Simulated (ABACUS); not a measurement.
Runs of ABACUS 3.10.1 on Al. The structure is cubic, space group Fm-3m (No. 225). The conventional cell has a = 4.050 Å, b = 4.050 Å, c = 4.050 Å, α = 90.00°, β = 90.00°, γ = 90.00°. Around Al (site symmetry m-3m) lie 12 Al at 2.86 Å. 

```csv
task,level,potentials or basis,cell,k mesh,cutoff (eV),radial cutoff of the potentials (pseudo_rcut),threshold of the eigensolver,path,points for each segment of the path,symmetry key,mesh quality,gap on the mesh (eV),pressure (GPa),relaxed volume (Å³/atom)
single point,rSCAN,"SG15 ONCV 1.2 PBE, plane waves",as given,7 × 7 × 7,939,7 bohr,-,-,-,1,coarse,none,(b),-
relaxation of cell and atoms,revTPSS,"SG15 ONCV 1.2 PBE, plane waves",relaxed,7 × 7 × 7,939,10 bohr,-,-,-,1,coarse,none,-0.1,15.79
relaxation of cell and atoms,rSCAN,"SG15 ONCV 1.2 PBE, plane waves",relaxed,7 × 7 × 7,939,7 bohr,-,-,-,1,coarse,none,0.0,15.61
single point,AM05,"PseudoDojo NC SR 0.4.1 PBEsol standard, plane waves",as given,9 × 9 × 9,558,10 bohr,-,-,-,1,not flagged,none,-2.9,-
single point,revTPSS,"SG15 ONCV 1.2 PBE, plane waves",as given,7 × 7 × 7,939,10 bohr,-,-,-,1,coarse,none,-4.7,-
relaxation of cell and atoms,AM05,"PseudoDojo NC SR 0.4.1 PBEsol standard, plane waves",relaxed,9 × 9 × 9,558,10 bohr,-,-,-,1,not flagged,none,0.0,(a)
```

Alike in all rows: no spin polarisation; smearing fermi-dirac 0.05 eV.

Q: Fill in the values left out.

A: (a) 16.02; (b) -5.7.

Caveats: some runs use coarse meshes; the potentials were made for another functional, which shifts forces and pressure.

A gap of «none» marks a metal or a gap under the smearing width.

The runs don't all hold the same shells in valence.
